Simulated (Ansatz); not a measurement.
Set up this calculation in Ansatz 0.2.0, as the native input.

```yaml
Task: band structure
Functional: PBE
Potentials_or_basis: all-electron LAPW, scalar-relativistic
Cutoff: 303 eV (chosen from the basis error)
Basis_error_allowed: 0.001 eV/atom
k_mesh: 13 × 13 × 13
Occupations: fermi-dirac, width 0.05 eV
Spin: collinear spin, ferromagnetic start
Starting_moments: "[3.0] μB"
```

The system is Fe.

```xyz
1
Lattice="-1.4430 1.4430 1.4430 1.4430 -1.4430 1.4430 1.4430 1.4430 -1.4430" Properties=species:S:1:pos:R:3 pbc="T T T"
Fe    0.0000    0.0000    0.0000
```

The input as run:

input.yaml

```yaml
crystal:
  lattice:
    - [-1.443, 1.443, 1.443]
    - [1.443, -1.443, 1.443]
    - [1.443, 1.443, -1.443]
  atoms:
    - { symbol: Fe, position: [0.0, 0.0, 0.0], spin: 3.0 }
kpoints:
  mp_grid: { grid: [13, 13, 13] }
  band_path:
    path:
      - [0.0, 0.0, 0.0]
      - [0.5, -0.5, 0.5]
      - [0.0, 0.0, 0.5]
      - [0.0, 0.0, 0.0]
      - [0.25, 0.25, 0.25]
      - [0.5, -0.5, 0.5]
    npoints: 8
scf:
  occupations: { method: fermi_dirac, width: 0.05 }
hamiltonian:
  xc: pbe
  pseudopotentials: { kind: all_electron, lapw: { basis_error: 0.001 } }
magnetization:
  spin_polarized: true
output:
  forces: true
  stress: true
  eigenvalues: true
```

Potentials or basis: all-electron LAPW, scalar-relativistic.

Launch:

```bash
$ ansatz run input.yaml --threads 2 --pin off --max-ram 6144MiB --backend cpu --events-out ev --progress --plain --runs-dir out
```

It gave:

* Pressure: -9.8 GPa
* Band gap along the path: none (metal or under the smearing width)
* Net moment: 2.24 μB per cell
* Absolute moment: 2.37 μB per cell
* Site moments: Fe +2.30 μB

It took 11 s on 2 threads of Arm Neoverse V1, with other jobs on the host, peak memory 0.35 GiB.
